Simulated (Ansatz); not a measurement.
**SnS2: do the settings matter for the field gradients?**

Cell: an entry of the Crystallography Open Database (COD), atoms as given.

```
Sn S
1.0
     3.60500    0.00000    0.00000
    -1.80250    3.12202    0.00000
     0.00000    0.00000    5.46000
Sn S
1 2
Direct
  0.00000 0.00000 0.00000
  0.66667 0.33333 0.72900
  0.33333 0.66667 0.27100
```

Atom numbers follow the list; atoms alike are taken as one site, whose name carries the number of the first.

Reference run. All values are calculated (Ansatz; DFT, PBE, plane waves and PAW, scalar-relativistic, 420 eV cutoff, Γ-centred 14×14×8 k-points, Fermi–Dirac smearing 0.02 eV), not measured.

**Question.** The input is changed as follows: `crystal.lattice`: [[3.605, 0.0, 0.0], [-1.8025, 3.1220215806, 0.0], [0.0, 0.0, 5.46]] → [[1.90768308, 0.0, 0.0], [-0.95384154, 1.65210201, 0.0], [0.0, 0.0, 2.88930642]]; `scf.max_iter`: not typed → 80. What happens to V_zz (10²¹ V/m²) and η?

**Answer.** 

```
site  atom  V_zz reference  η reference  V_zz changed  η changed
  Sn     1            0.79         0.00         17.77       0.00
   S     2           -3.45         0.00          1.70       0.00
```

The largest change of V_zz is on Sn, from 0.79 to 17.77. V_zz changes sign on S (same axis). At these positions the changed run has forces up to 199.4 eV/Å, so its atoms aren't at their own equilibrium. Its pressure is 8186 GPa, against 8 GPa in the reference run. The gap closes in the changed run, so its gradients also hang on the k-mesh and the smearing. SCF iterations: 6 and 9. New warnings: efg cores unanswered. The changed input holds a lattice far too small, so its numbers aren't properties of the crystal.

On the reference run: At this cell the PBE pressure is 8 GPa, so with PBE the cell would grow if it were relaxed. Without spin–orbit coupling (the program notes it for Sn) the gradients can shift somewhat, as the gap is small.
